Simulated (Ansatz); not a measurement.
TiPbO3, DFT, PBEsol, all-electron LAPW, scalar-relativistic (Ansatz 0.2.0), run on 2 threads of Arm Neoverse V2 on a shared host.

The cell is a measured one (Crystallography Open Database entry 2107521); the temperature and pressure of the measurement aren't taken into account, and nothing was relaxed. The listed cell was then made from it by scaling, straining or moving an atom.

Command: `ansatz run input.yaml --threads 2 --pin off --max-ram 8192MiB --backend cpu --events-out ev --progress --plain --runs-dir out`

```yaml
crystal:
  lattice:
    - [4.016176, 0.0, 0.0]
    - [0.0, 4.016176, 0.0]
    - [0.0, 0.0, 4.1499]
  atoms:
    - { symbol: Ti, position: [0.5, 0.5, 0.5382] }
    - { symbol: Pb, position: [0.0, 0.0, 0.0] }
    - { symbol: O, position: [0.5, 0.5, 0.113] }
    - { symbol: O, position: [0.5, 0.0, 0.615] }
    - { symbol: O, position: [0.0, 0.5, 0.615] }
kpoints:
  mp_grid: { grid: [9, 9, 8] }
  band_path:
    path:
      - [0.0, 0.0, 0.0]
      - [0.0, 0.5, 0.0]
      - [0.5, 0.5, 0.0]
      - [0.0, 0.0, 0.0]
      - [0.0, 0.0, 0.5]
      - [0.0, 0.5, 0.5]
      - [0.5, 0.5, 0.5]
      - [0.0, 0.0, 0.5]
      - [0.0, 0.5, 0.0]
    npoints: 5
scf:
  occupations: { method: fermi_dirac, width: 0.03 }
hamiltonian:
  xc: pbesol
  pseudopotentials: { kind: all_electron, lapw: { basis_error: 0.0005 } }
output:
  forces: true
  stress: true
  eigenvalues: true
```

Task: How large is the problem that the program sets up?

Result: 75 irreducible k-points, 1863 plane waves at Γ, 58 bands.

Task: About how long does it take, and how much memory does it use?

Result: 4.6 min of wall time for 12 SCF iterations, with a peak of 1.2 GiB. Times on shared machines scatter by tens of per cent.
